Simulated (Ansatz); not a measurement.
LiH in Ansatz: the effect of functional

Crystal: LiH.

```xyz
2
Lattice="0.0000 2.0368 2.0368 2.0368 0.0000 2.0368 2.0368 2.0368 0.0000" Properties=species:S:1:pos:R:3 pbc="T T T"
Li    0.0000    0.0000    0.0000
H     2.0368    2.0368    2.0368
```

Alike in all runs:

- Program: Ansatz 0.2.0
- Task: single point
- Potentials or basis: all-electron PAW datasets made for the crystal
- k mesh: 8 × 8 × 8
- Occupations: fermi-dirac, width 0.05 eV
- Spin: no spin polarisation

| functional | cutoff | gap on the mesh (eV) | pressure (GPa) |
| --- | --- | --- | --- |
| PBEsol | 200 eV (chosen from the basis error) | ? | ? |
| HSE06 | 220 eV (chosen from the basis error) | 4.00 | -2.2 |
| PBE0 | 220 eV (chosen from the basis error) | 4.69 | -2.1 |

What does the run with functional PBEsol give?

gap on the mesh 2.79 eV; pressure -2.4 GPa.

Caveats: the program warned that the printed levels may be off, so bands, gaps and densities of states are rough (some runs).

A k mesh can miss the band edges.

The runs don't all hold the same shells in valence.
